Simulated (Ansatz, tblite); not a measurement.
NaCl: GFN2-xTB, run from Python

These are simulated results from tblite 0.8.0, not measurements. The cell was built from a prototype and was relaxed with r2SCAN in plane waves (Ansatz 0.2.0). Not every such cell is a known phase. All runs are without spin polarisation.

The symmetry is P6_3/mmc (No. 194, hexagonal); conventional cell a = 3.892 Å, c = 6.737 Å, 22.10 Å³ an atom. Na has 6 Cl at 2.81 Å; Cl has 6 Na at 2.81 Å.

tblite solves periodic systems at the zone centre alone, so the script builds a cluster of 3×3×2 conventional cells (72 atoms), which folds in a coarse mesh of k points.

Input script:

```python
import json
from ase import Atoms
from ase.build import make_supercell
from ase.units import Bohr, GPa, Hartree
from tblite.interface import Calculator

atoms = Atoms(['Na', 'Na', 'Cl', 'Cl'],
              cell=[[3.892271, 0.0, 0.0], [-1.946136, 3.370806, 0.0], [0.0, 0.0, 6.736816]],
              scaled_positions=[[0.0, -0.0, 0.0], [0.0, -0.0, 0.5], [0.333333, 0.666667, 0.25], [0.666667, 0.333333, 0.75]],
              pbc=True)
cluster = make_supercell(atoms, [[3, 0, 0], [0, 3, 0], [0, 0, 2]])
calc = Calculator('GFN2-xTB', cluster.numbers, cluster.positions / Bohr, lattice=cluster.cell[:] / Bohr, periodic=cluster.pbc)
calc.set('temperature', 0.02 / Hartree)
calc.set('max-iter', 150)
res = calc.singlepoint()
levels = res.get('orbital-energies') * Hartree
nv = round(res.get('orbital-occupations').sum() / 2)
cells = len(cluster) // len(atoms)
out = {'energy_per_cell': res.get('energy') * Hartree / cells, 'homo': levels[nv - 1], 'lumo': levels[nv],
       'stress': (-res.get('virial') * Hartree / cluster.get_volume() / GPa).tolist(), 'charges': res.get('charges')[:len(atoms)].tolist(), 'electrons': 2 * nv / cells}
json.dump(out, open('results.json', 'w'))
for key, value in out.items():
    print(key, value)
```

Command: `python run.py`. It took 5.6 s on 1 thread of Arm Neoverse V2, on a shared host, peak memory 0.12 GiB.

What it printed:

```
------------------------------------------------------------
  cycle        total energy    energy error   density error
------------------------------------------------------------
      1     -174.8714845798  -1.7495177E+02   4.0239853E-01
      2     -175.6827284869  -8.1124391E-01   1.6645133E-01
      3     -176.4111427398  -7.2841425E-01   1.6787381E-01
      4     -176.1396688195   2.7147392E-01   5.1522019E-01
      5     -176.4364762527  -2.9680743E-01   1.9948326E-01
      6     -176.5068280217  -7.0351769E-02   2.1587593E-02
      7     -176.5090159357  -2.1879140E-03   3.3391279E-02
      8     -176.5104338922  -1.4179565E-03   1.1454170E-03
      9     -176.5104475876  -1.3695384E-05   2.2696204E-03
     10     -176.5104515067  -3.9191120E-06   1.1586044E-04
     11     -176.5104515453  -3.8648437E-08   3.0907562E-05
     12     -176.5104515462  -8.8374463E-10   8.5497143E-06
------------------------------------------------------------

 total:                                   4.969 sec
energy_per_cell -266.8385574644271
homo -13.078598234414775
lumo -9.638026758016766
stress [[0.31307644419450575, -0.00031108322897753884, -5.833799908471638e-06], [-0.00031108322897749227, 0.31271242590834286, -7.548125532851697e-06], [-5.833799908489005e-06, -7.548125532908402e-06, 0.08737550903633615]]
charges [0.6393203581467426, 0.6393219811066657, -0.639329745354516, -0.6393296693061399]
electrons 16.0
```

The cycle table is in hartree for the whole cluster, and the lines after it are in eV (the energy for one cell). The printed stress is in GPa and positive in compression, and the pressure is its mean diagonal.

GFN2-xTB gives a gap of 3.44 eV. On the same cell, plane-wave PBE (Ansatz, 12×12×4 k points and the special points) gives a gap of 5.07 eV and r2SCAN a gap of 5.86 eV; on shared hosts these took about 5.9 and 14 core-seconds on the 4-atom cell, against 5.6 for the script. Semilocal gaps usually lie below measured ones. xTB was fitted to molecules, so gaps, charges and pressures of solids can be far off, and the gap also depends on the size of the cluster.

The same script was run on cells scaled at fixed shape and fractional coordinates:

```tsv
volume (Å³/atom)	energy (meV/atom)	pressure (GPa, positive in compression)	gap (eV)
19.45	27.3	3.37	3.80
20.77	7.2	1.63	3.60
22.10	0.0	0.24	3.44
23.42	2.3	-0.68	3.30
24.75	11.6	-1.49	3.17
```

A Birch-Murnaghan fit puts the minimum at 22.39 Å³/atom, 1.3 % above the given cell, with a bulk modulus of 18 GPa at fixed shape.

xTB was fitted mostly to molecules, and a small cluster samples few k points, so gaps, pressures and kinks along a curve can be far from a solid's.
